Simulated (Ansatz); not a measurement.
KNbO3, space group P4mm, a band structure

Program: Ansatz's Python interface.

Run as a notebook:

In [1]:
```python
import ansatz as az
import numpy as np
```

In [2]:
```python
vectors = np.array([
    [3.996, 0.0, 0.0],
    [0.0, 3.996, 0.0],
    [0.0, 0.0, 4.063],
])
structure = (
    az.Lattice.of(vectors)
    .atom("K", [0.0, 0.0, 0.018])
    .atom("Nb", [0.5, 0.5, 0.5])
    .atom("O", [0.5, 0.5, 0.044])
    .atom("O", [0.5, 0.0, 0.54])
    .atom("O", [0.0, 0.5, 0.54])
)
```

In [3]:
```python
# vertices of the path, as fractions of the reciprocal vectors
path = [
    ("G", (0.0, 0.0, 0.0)),
    ("X", (0.0, 0.5, 0.0)),
    ("M", (0.5, 0.5, 0.0)),
    ("G", (0.0, 0.0, 0.0)),
    ("Z", (0.0, 0.0, 0.5)),
    ("R", (0.0, 0.5, 0.5)),
    ("A", (0.5, 0.5, 0.5)),
    ("Z", (0.0, 0.0, 0.5)),
]
calculation = structure.calculation()
calculation = calculation.functional(exchange="b88", correlation="lda")
calculation = calculation.basis(20 * az.Ha, density_ratio=8)
calculation = calculation.kpoints(3)
calculation = calculation.occupations("fixed")
calculation = calculation.band_structure([point for _, point in path], intervals=10).scf(extra_bands=8)
history = []
res = calculation.session().plan().execute(on_event=lambda event: history.append(event["data"]["dr2_ev"]) if event["event"] == "scf_iter" else None)
rep = res.report
```

In [4]:
```python
rep["published_state_doubts"]
```
Out [4]:
```text
[]
```

In [5]:
```python
print("density residual by iteration (eV):", " ".join(f"{value:.1e}" for value in history[:40]))
```
```text
density residual by iteration (eV): 5.9e-01 1.0e-01 6.1e-03 2.9e-04 1.9e-04 7.9e-06 5.8e-07 3.4e-08
```

In [6]:
```python
energy = rep["free_energy_ev"]
print("KNbO3: {:.6f} eV = {:.6f} Ry = {:.6f} Ha".format(energy, energy / 13.605693, energy / 27.211386))
print("Fermi level {:.4f} eV, {} k-points, {} symmetry operations".format(rep["fermi_energy_ev"], rep["n_kpoints"], rep["n_symmetry_ops"]))
```
```text
KNbO3: -7910.351268 eV = -581.400100 Ry = -290.700050 Ha
Fermi level 7.8001 eV, 6 k-points, 8 symmetry operations
```

In [7]:
```python
bands = res.band_structure()
fermi = bands.fermi_energy_ev
print(f"zero of the bands: {fermi:.3f} eV, the Fermi level found on the SCF mesh")
for spin, channel in enumerate(bands.channels):
    print("channel", spin, "- computed levels within 8 eV of the Fermi level")
    for i, (label, _) in enumerate(path):
        levels = channel.eigenvalues_ev[i * 10] - fermi
        print(f"  {label:3s}", " ".join(f"{e:7.3f}" for e in levels if abs(e) < 8))
```
```text
zero of the bands: 7.800 eV, the Fermi level found on the SCF mesh
channel 0 - computed levels within 8 eV of the Fermi level
  G    -1.878  -1.863  -1.863  -1.201  -1.201  -0.777  -0.683  -0.466  -0.466   2.032   2.675   2.675   5.789   5.939   7.414
  X    -4.628  -2.330  -2.113  -1.791  -1.763  -1.625  -1.153  -1.134  -0.789   2.757   4.471   4.602   5.870
  M    -4.851  -4.393  -3.965  -2.476  -2.476  -1.244  -1.166  -1.166   0.333   4.619   4.619   5.507   6.630
  G    -1.878  -1.863  -1.863  -1.201  -1.201  -0.777  -0.683  -0.466  -0.466   2.032   2.675   2.675   5.789   5.939   7.414
  Z    -4.668  -2.490  -2.490  -1.616  -1.616  -1.588  -1.148  -0.459  -0.459   2.126   4.585   4.585   5.807
  R    -4.811  -4.385  -3.987  -2.655  -2.338  -1.075  -1.039  -1.027   0.125   4.504   4.613   5.458   7.090
  A    -4.839  -4.777  -3.999  -3.454  -3.454  -3.452   0.159   0.159   0.366   5.547   5.547   5.566
  Z    -4.668  -2.490  -2.490  -1.616  -1.616  -1.588  -1.148  -0.459  -0.459   2.126   4.585   4.585   5.807
```

Reading the output:
- These settings explore the input space; cutoff and mesh may be short of convergence.
- Spin is left out of this run.
- The Fermi level of a run with fixed occupations marks the highest occupied state on its mesh, not mid-gap.
- Energy and stress may still move on a finer k-point mesh.
- The zero of the levels is a convention of the potentials, so an absolute Fermi energy is no work function.
- The starting cell is as deposited in a crystallographic database; the results hold for this polymorph, which needn't be the stable one.
- Gaps and levels are Kohn-Sham values on a finite set of k-points, without spin-orbit coupling.
- It ran for 11 s on 1 thread of Arm Neoverse V1, with other jobs on the host, peak memory 0.46 GiB.

(Lines on the test bed's own set-up are left out of the output.)
